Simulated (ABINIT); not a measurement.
CdSe:

```
CELL_PARAMETERS angstrom
0.00000 3.07027 3.07027
3.07027 0.00000 3.07027
3.07027 3.07027 0.00000
ATOMIC_POSITIONS crystal
Cd 0.00000 0.00000 0.00000
Se 0.25000 0.25000 0.25000
```

Measurements of this composition are mostly on another form, of space group No. 186.

Base run:

* Program: ABINIT 10.8.3 (patched build)
* Functional: revPBE
* Potentials or basis: JTH PAW PBE v2.0
* Cutoff: 707 eV
* k mesh: 8 × 8 × 8
* Occupations: fermi-dirac, width 0.05 eV
* Spin: no spin polarisation

Its results: band gap on the k mesh 0.67 eV, direct; pressure 2.6 GPa.

Problem. The run is repeated on the same cell with these changes: functional from revPBE to PW91. What comes out?

Solution. Band gap on the k mesh 0.50 eV, direct; pressure 1.0 GPa.

PW91 binds more tightly than revPBE, so the same cell stands under less pressure.

Caveats: the PAW data sets were made with another functional, which shifts forces and pressure a little.

